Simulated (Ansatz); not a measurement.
CuO:

```
CELL_PARAMETERS angstrom
1.99097 -2.15355 0.00000
1.99097 2.15355 0.00000
0.00000 0.00000 5.15593
ATOMIC_POSITIONS crystal
Cu 0.50000 0.00000 0.00000
Cu 0.00000 0.50000 0.50000
O 0.50000 0.50000 0.25000
O 0.50000 0.50000 0.75000
```

Measurements of this composition are mostly on another form, of space group No. 15.

Program: Ansatz 0.2.0. Alike in all runs: potentials or basis Ansatz PAW; no spin polarisation; cell as given; smearing fermi-dirac 0.05 eV. Hardware: 2 threads of Arm Neoverse V1 (shared host).

Question: Order these runs on this cell by their wall time, lowest first.
A. task single point; level PBE; k mesh 9 × 9 × 5; cutoff (eV) 350; mesh quality not flagged
B. task single point; level PBE; k mesh 3 × 3 × 2; cutoff (eV) 420; mesh quality coarse
C. task band structure; level PBE+U; U Cu d U = 5.3 eV; k mesh 9 × 9 × 5; cutoff (eV) 420; points for each segment of the path 14; hubbard projectors ortho-atomic (the default); double counting fll (the default); mesh quality not flagged

Answer: B (0.71 s), A (3 s), C (8.3 s).

Caveats: some runs use coarse meshes; the run has no spin polarisation, though such a crystal can be magnetic; U without spin polarisation on a metal has little footing (some runs); the cutoff lies under the one recommended for these potentials (some runs).
